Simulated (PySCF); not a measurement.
# acetic acid: calculation and literature

Numbering as in the mapped SMILES `[CH3:1][C:2](=[O:3])[OH:4]`. Hydrogens are named by the atom that carries them.

What is known from experiment: δ $^{13}$C C2 171.7; C1 20.1; δ $^{1}$H H(C1) 1.89 ppm (measured; solution, THF-d8, 298 K; Fulmer et al., Organometallics 2010, 29, 2176).
δ $^{13}$C C2 175.3; C1 20.3 ppm (measured; solution, toluene-d8, 298 K; Fulmer et al., Organometallics 2010, 29, 2176).
δ $^{13}$C C2 175.8; C1 20.4 ppm (measured; solution, C6D6, 298 K; Fulmer et al., Organometallics 2010, 29, 2176).
δ $^{13}$C C2 175.1; C1 20.6; δ $^{1}$H H(C1) 1.99 ppm (measured; solution, CD3OD, 298 K; Fulmer et al., Organometallics 2010, 29, 2176).
δ $^{13}$C C2 171.9; C1 20.9; δ $^{1}$H H(C1) 1.91 ppm (measured; solution, DMSO-d6, 298 K; Fulmer et al., Organometallics 2010, 29, 2176).
δ $^{13}$C C2 178.0; C1 20.9; δ $^{1}$H H(C1) 2.06 ppm (measured; solution, TFE-d3, 298 K; Fulmer et al., Organometallics 2010, 29, 2176). Coupling constants: $^{2}J$(H(C1),H(C1)) -14.5 Hz, $^{1}J$(C1,H(C1)) 130.0 Hz.

Method: B3LYP/pcJ-1 coupling constants, geometry: GFN2-xTB, σ from GIAO-PBE0/pcSseg-1, in PySCF 2.14 (rapidly exchanging positions averaged, no relativistic terms, isolated molecule, one computed conformer).

Question: How close does the calculation come?

Answer: 
Reference values: measured (solution, THF-d8, 298 K; Fulmer et al., Organometallics 2010, 29, 2176).
| atoms | quantity | reference | computed | computed, scaled |
| --- | --- | --- | --- | --- |
| C2 | δ $^{13}$C | 171.7 | 174.7 | 168.1 |
| C1 | δ $^{13}$C | 20.1 | 21.3 | 18.6 |
| H(C1) | δ $^{1}$H | 1.89 | 2.11 | 2.08 |

Reference values: measured (solution, toluene-d8, 298 K; Fulmer et al., Organometallics 2010, 29, 2176).
| atoms | quantity | reference | computed | computed, scaled |
| --- | --- | --- | --- | --- |
| C2 | δ $^{13}$C | 175.3 | 174.7 | 168.1 |
| C1 | δ $^{13}$C | 20.3 | 21.3 | 18.6 |

Reference values: measured (solution, C6D6, 298 K; Fulmer et al., Organometallics 2010, 29, 2176).
```tsv
atoms	quantity	reference	computed	computed, scaled
C2	δ $^{13}$C	175.8	174.7	168.1
C1	δ $^{13}$C	20.4	21.3	18.6
```

Reference values: measured (solution, CD3OD, 298 K; Fulmer et al., Organometallics 2010, 29, 2176).
| atoms | quantity | reference | computed | computed, scaled |
| --- | --- | --- | --- | --- |
| C2 | δ $^{13}$C | 175.1 | 174.7 | 168.1 |
| C1 | δ $^{13}$C | 20.6 | 21.3 | 18.6 |
| H(C1) | δ $^{1}$H | 1.99 | 2.11 | 2.08 |

Reference values: measured (solution, DMSO-d6, 298 K; Fulmer et al., Organometallics 2010, 29, 2176).
```tsv
atoms	quantity	reference	computed	computed, scaled
C2	δ $^{13}$C	171.9	174.7	168.1
C1	δ $^{13}$C	20.9	21.3	18.6
H(C1)	δ $^{1}$H	1.91	2.11	2.08
```

Reference values: measured (solution, TFE-d3, 298 K; Fulmer et al., Organometallics 2010, 29, 2176).
```json
{"atoms": "C2", "quantity": "δ $^{13}$C", "reference": "178.0", "computed": "174.7", "computed, scaled": "168.1"}
{"atoms": "C1", "quantity": "δ $^{13}$C", "reference": "20.9", "computed": "21.3", "computed, scaled": "18.6"}
{"atoms": "H(C1)", "quantity": "δ $^{1}$H", "reference": "2.06", "computed": "2.11", "computed, scaled": "2.08"}
```

Computed shifts are σ(ref) − σ with the named reference compound (TMS for H and C) calculated as an isolated molecule at the same level. The measured values may be among those fitted. Shieldings were converted by linear fits to measured shifts (mostly CDCl3, TMS scale, for H and C): $^{1}$H: δ = 30.01 − 0.943σ (rms 0.17 ppm, 504 shifts, 0.18 ppm with the 4 outliers that the fit left out); $^{13}$C: δ = 179.97 − 0.974σ (rms 2.1 ppm, 958 shifts, 2.3 ppm with the 13 outliers that the fit left out). Occasional misses reach two or three times the rms, and more in compound classes unlike the fitted ones. H not on carbon is unscaled (vs computed TMS).

Coupling constants in Hz:
| coupling | reference | computed | source |
| --- | --- | --- | --- |
| $^{2}J$(H(C1),H(C1)) | -14.5 | -14.9 | measured; solution (compiled); Pretsch, Buehlmann, Badertscher, Structure Determination of Organic Compounds, 4th ed., Springer 2009 |
| $^{1}J$(C1,H(C1)) | 130.0 | 136.2 | measured; liquid or solution (compiled); San Fabian, Garcia de la Vega, Suardiaz et al., Magn. Reson. Chem. 2013, 51, 775 (SI) |

Question: How far are the unscaled $^{13}$C shifts from the references?

Answer: Mean signed difference +0.42 ppm, mean absolute 1.32 ppm over 12 comparisons; the largest is -3.3 ppm at C2 (carboxylic acid carbon).

Question: How far are the unscaled $^{1}$H shifts from the references?

Answer: Mean signed difference +0.15 ppm, mean absolute 0.15 ppm over 4 comparisons; the largest is +0.22 ppm at H(C1) (hydrogen on a methyl carbon α to a carbonyl).

18 of the 41 published NMR values on file for this molecule are compared. The rest: values from further sources, protons in aromatic solvents, values whose atom or origin is in doubt.

Hydrogen bonding in solution deshields acid and N–H amide carbonyl carbons by as much as 10 ppm beyond these values.
